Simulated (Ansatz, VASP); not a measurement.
## Two plane-wave programs on Cr

```xyz
1
Lattice="-1.4241 1.4241 1.4241 1.4241 -1.4241 1.4241 1.4241 1.4241 -1.4241" Properties=species:S:1:pos:R:3 pbc="T T T"
Cr    0.0000    0.0000    0.0000
```

Alike in both runs: task single point; functional PBE; k mesh 22 × 22 × 22; occupations gaussian, width 0.05 eV; no spin polarisation.

```csv
,VASP,Ansatz
version,VASP 6.6.1,Ansatz 0.2.0
potentials or method,"VASP PAW PBE potentials, release 64 (Cr_pv)","scalar-relativistic, plane waves, PAW"
plane-wave cutoff (eV),520,420
valence electrons in the cell,12,14
```

Ansatz gave:

- gap on the k mesh at the Fermi level (eV): none
- pressure (GPa): 0.0

Which values does VASP return?

gap on the k mesh at the Fermi level (eV): none; pressure (GPa): -0.5.

A gap of «none» marks a metal or a gap that the smearing closes. With one functional, cell and mesh, what is left measures potentials, basis and numerics. The two sets of potentials don't hold the same shells in valence.

Caveats: the run has no spin polarisation, though such a crystal can be magnetic. Spin polarisation is off, so any magnetic state and its effect on volume and gap are missing.
